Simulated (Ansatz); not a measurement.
**Cu2O (Cuprite): band structure with PBE**

**Measured values to compare with.**

“Importance of surface oxygen vacancies for ultrafast hot carrier relaxation and transport in Cu2O”, 2021, arxiv:2103.03167 quotes, for a bulk crystal of Cu2O: band gap 2.17 eV (direct).

Crystal: Cu2O (Cuprite).

```
Cu O
1.0
     4.26000    0.00000    0.00000
     0.00000    4.26000    0.00000
     0.00000    0.00000    4.26000
Cu O
4 2
Cartesian
  3.1950 1.0650 3.1950
  3.1950 3.1950 1.0650
  1.0650 3.1950 3.1950
  1.0650 1.0650 1.0650
  2.1300 2.1300 2.1300
  0.0000 0.0000 0.0000
```

```
Program                             : Ansatz 0.2.0
Task                                : band structure
Functional                          : PBE
Potentials or basis                 : Ansatz PAW earlier set
Cutoff                              : 1050 eV
Density cutoff                      : 4200 eV
k mesh                              : 6 × 6 × 6
Occupations                         : fermi-dirac, width 0.05 eV
Spin                                : no spin polarisation
Path                                : [["G", "X", "M", "G", "R", "X"], ["M", "R"]]
Points for each segment of the path : 14
```

```
Pressure                : 3.2 GPa
Band gap on the k mesh  : 0.54 eV, direct
Band gap along the path : 0.54 eV, direct
```

Levels at the corners of the path, in eV from the valence-band top:
```csv
point,band 40,band 41,band 42,band 43,band 44,band 45,band 46,band 47,band 48,band 49
Γ,-1.56,-1.56,0.00,0.00,0.00,0.54,1.21,1.21,7.91,7.91
X,-1.68,-1.20,-1.20,-0.39,-0.39,2.25,2.25,4.21,4.21,7.39
M,-1.48,-1.21,-1.21,-0.66,-0.66,1.90,1.90,3.83,3.83,6.78
Γ,-1.56,-1.56,0.00,0.00,0.00,0.54,1.21,1.21,7.91,7.91
R,-1.61,-0.98,-0.57,-0.57,-0.57,2.42,2.42,2.42,4.87,4.87
X,-1.68,-1.20,-1.20,-0.39,-0.39,2.25,2.25,4.21,4.21,7.39
M,-1.48,-1.21,-1.21,-0.66,-0.66,1.90,1.90,3.83,3.83,6.78
R,-1.61,-0.98,-0.57,-0.57,-0.57,2.42,2.42,2.42,4.87,4.87
```

Run time: 51 s on 2 threads of Intel(R) Xeon(R) Platinum 8488C (Sapphire Rapids), on a shared host, peak memory 1.2 GiB.

A measured gap of Cu2O is 2.17 eV (direct; quoted in “Importance of surface oxygen vacancies for ultrafast hot carrier relaxation and transport in Cu2O”, 2021, arxiv:2103.03167); the calculated 0.54 eV misses it by -1.63 eV. So large a miss can be the level of theory's own, or it may mean another phase, state or a wrong row. The value is that of PBE, without temperature or zero-point motion. Semilocal functionals fall short of measured gaps as a rule.
